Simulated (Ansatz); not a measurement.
Geometry optimisation, DFT PBEsol, scalar-relativistic, plane waves, PAW (Ansatz 0.2.0).

input.yaml

```yaml
crystal:
  lattice:
    - [10.86, 0.0, 0.0]
    - [0.0, 10.86, 0.0]
    - [0.0, 0.0, 10.86]
  atoms:
    - { symbol: Si, position: [0.5, 0.0, 0.0] }
    - { symbol: Ge, position: [0.75, 0.0, 0.25] }
    - { symbol: Si, position: [0.75, 0.25, 0.0] }
    - { symbol: Si, position: [0.875, 0.375, 0.125] }
    - { symbol: Si, position: [0.875, 0.125, 0.375] }
    - { symbol: Si, position: [0.0, 0.0, 0.0] }
    - { symbol: Si, position: [0.125, 0.125, 0.125] }
    - { symbol: Si, position: [0.25, 0.25, 0.0] }
    - { symbol: Si, position: [0.375, 0.375, 0.125] }
    - { symbol: Si, position: [0.5, 0.5, 0.0] }
    - { symbol: Si, position: [0.625, 0.625, 0.125] }
    - { symbol: Si, position: [0.75, 0.75, 0.0] }
    - { symbol: Si, position: [0.875, 0.875, 0.125] }
    - { symbol: Si, position: [0.25, 0.0, 0.25] }
    - { symbol: Si, position: [0.375, 0.125, 0.375] }
    - { symbol: Si, position: [0.5, 0.25, 0.25] }
    - { symbol: Si, position: [0.625, 0.375, 0.375] }
    - { symbol: Si, position: [0.75, 0.5, 0.25] }
    - { symbol: Si, position: [0.875, 0.625, 0.375] }
    - { symbol: Si, position: [0.5, 0.0, 0.5] }
    - { symbol: Si, position: [0.625, 0.125, 0.625] }
    - { symbol: Si, position: [0.75, 0.25, 0.5] }
    - { symbol: Si, position: [0.875, 0.375, 0.625] }
    - { symbol: Si, position: [0.75, 0.0, 0.75] }
    - { symbol: Si, position: [0.875, 0.125, 0.875] }
    - { symbol: Si, position: [0.0, 0.5, 0.0] }
    - { symbol: Si, position: [0.125, 0.625, 0.125] }
    - { symbol: Si, position: [0.25, 0.75, 0.0] }
    - { symbol: Si, position: [0.375, 0.875, 0.125] }
    - { symbol: Si, position: [0.0, 0.25, 0.25] }
    - { symbol: Si, position: [0.125, 0.375, 0.375] }
    - { symbol: Si, position: [0.25, 0.5, 0.25] }
    - { symbol: Si, position: [0.375, 0.625, 0.375] }
    - { symbol: Si, position: [0.5, 0.75, 0.25] }
    - { symbol: Si, position: [0.625, 0.875, 0.375] }
    - { symbol: Si, position: [0.0, 0.0, 0.5] }
    - { symbol: Si, position: [0.125, 0.125, 0.625] }
    - { symbol: Si, position: [0.25, 0.25, 0.5] }
    - { symbol: Si, position: [0.375, 0.375, 0.625] }
    - { symbol: Si, position: [0.5, 0.5, 0.5] }
    - { symbol: Si, position: [0.625, 0.625, 0.625] }
    - { symbol: Si, position: [0.75, 0.75, 0.5] }
    - { symbol: Si, position: [0.875, 0.875, 0.625] }
    - { symbol: Si, position: [0.25, 0.0, 0.75] }
    - { symbol: Si, position: [0.375, 0.125, 0.875] }
    - { symbol: Si, position: [0.5, 0.25, 0.75] }
    - { symbol: Si, position: [0.625, 0.375, 0.875] }
    - { symbol: Si, position: [0.75, 0.5, 0.75] }
    - { symbol: Si, position: [0.875, 0.625, 0.875] }
    - { symbol: Si, position: [0.0, 0.75, 0.25] }
    - { symbol: Si, position: [0.125, 0.875, 0.375] }
    - { symbol: Si, position: [0.0, 0.5, 0.5] }
    - { symbol: Si, position: [0.125, 0.625, 0.625] }
    - { symbol: Si, position: [0.25, 0.75, 0.5] }
    - { symbol: Si, position: [0.375, 0.875, 0.625] }
    - { symbol: Si, position: [0.0, 0.25, 0.75] }
    - { symbol: Si, position: [0.125, 0.375, 0.875] }
    - { symbol: Si, position: [0.25, 0.5, 0.75] }
    - { symbol: Si, position: [0.375, 0.625, 0.875] }
    - { symbol: Si, position: [0.5, 0.75, 0.75] }
    - { symbol: Si, position: [0.625, 0.875, 0.875] }
    - { symbol: Si, position: [0.0, 0.75, 0.75] }
    - { symbol: Si, position: [0.125, 0.875, 0.875] }
total_charge: -2
basis:
  ecutwfc: 420.0
kpoints:
  mp_grid: { grid: [1, 1, 1] }
hamiltonian:
  xc: pbesol
  pseudopotentials: { kind: paw, azcp: { folder: soft_1 } }
scf:
  occupations: { method: fermi_dirac, width: 0.05 }
  lower_state_search: "off"
relax:
  f_tol: 0.03
  max_steps: 60
  adjacent_minimum: "off"
output:
  write_density: true
  write_potential: true
  elf: true
  volumetric_format: npy
```

Launched with:

```bash
$ ansatz run input.yaml --threads 4 --pin off --max-ram 10240MiB --backend cpu --events-out ev --progress --plain --runs-dir out
```

Task: Where does it end, and by what steps?

Result: The run converged. Limits of this set-up: coarse k mesh, PAW files made for another functional, no spin, though dangling bonds at a vacancy may carry it, a typed lattice constant that wasn't relaxed here, charged cell in a uniform background, uncorrected. After 3 steps the energy has fallen by 0.174 eV; Ge2 moved furthest, 0.36 Å.

| step | energy less start (eV) | largest force component (eV/Å) | accepted |
| --- | --- | --- | --- |
| 0 | 0.0000 | 0.474 | yes |
| 1 | -0.1114 | 0.243 | yes |
| 2 | -0.1676 | 0.046 | yes |
| 3 | -0.1743 | 0.021 | yes |

```xyz
63
Lattice="10.8600 0.0000 0.0000 0.0000 10.8600 0.0000 0.0000 0.0000 10.8600" Properties=species:S:1:pos:R:3
Si 5.486 0.051 0.056
Ge 7.936 0.209 2.506
Si 8.094 2.659 0.056
Si 9.486 4.039 1.368
Si 9.483 1.380 4.053
Si 0.007 -0.001 0.009
Si 1.362 1.353 1.362
Si 2.711 2.708 0.007
Si 4.103 4.042 1.345
Si 5.437 5.434 0.007
Si 6.792 6.783 1.362
Si 8.146 8.138 0.009
Si 9.483 9.522 1.335
Si 2.718 -0.002 2.717
Si 4.106 1.347 4.056
Si 5.486 2.659 2.664
Si 6.798 4.039 4.056
Si 8.147 5.427 2.717
Si 9.505 6.799 4.075
Si 5.439 -0.001 5.437
Si 6.792 1.353 6.792
Si 8.146 2.706 5.437
Si 9.505 4.065 6.789
Si 8.147 -0.002 8.148
Si 9.486 1.347 9.536
Si -0.005 5.428 0.006
Si 1.360 6.785 1.373
Si 2.717 8.150 0.006
Si 4.106 9.519 1.368
Si 0.007 2.706 2.716
Si 1.359 4.065 4.075
Si 2.726 5.419 2.720
Si 4.080 6.786 4.075
Si 5.439 8.138 2.716
Si 6.765 9.522 4.053
Si -0.014 0.010 5.416
Si 1.360 1.342 6.790
Si 2.717 2.709 5.425
Si 4.079 4.066 6.782
Si 5.436 5.428 5.425
Si 6.803 6.785 6.790
Si 8.135 8.159 5.416
Si 9.505 9.500 6.776
Si 2.726 -0.005 8.156
Si 4.103 1.370 9.533
Si 5.437 2.708 8.141
Si 6.775 4.042 9.533
Si 8.150 5.419 8.156
Si 9.505 6.786 9.510
Si -0.014 8.159 2.705
Si 1.346 9.500 4.075
Si 0.004 5.437 5.434
Si 1.361 6.784 6.791
Si 2.708 8.141 5.434
Si 4.080 9.500 6.789
Si -0.005 2.709 8.147
Si 1.352 4.066 9.509
Si 2.714 5.431 8.144
Si 4.079 6.793 9.509
Si 5.436 8.150 8.147
Si 6.798 9.519 9.536
Si 0.004 8.141 8.138
Si 1.359 9.500 9.510
```

Whether the end is a true minimum wasn't checked by a vibrational analysis.

Run time: 23 s on 4 threads of Arm Neoverse V2, on a shared host, peak memory 1.1 GiB.
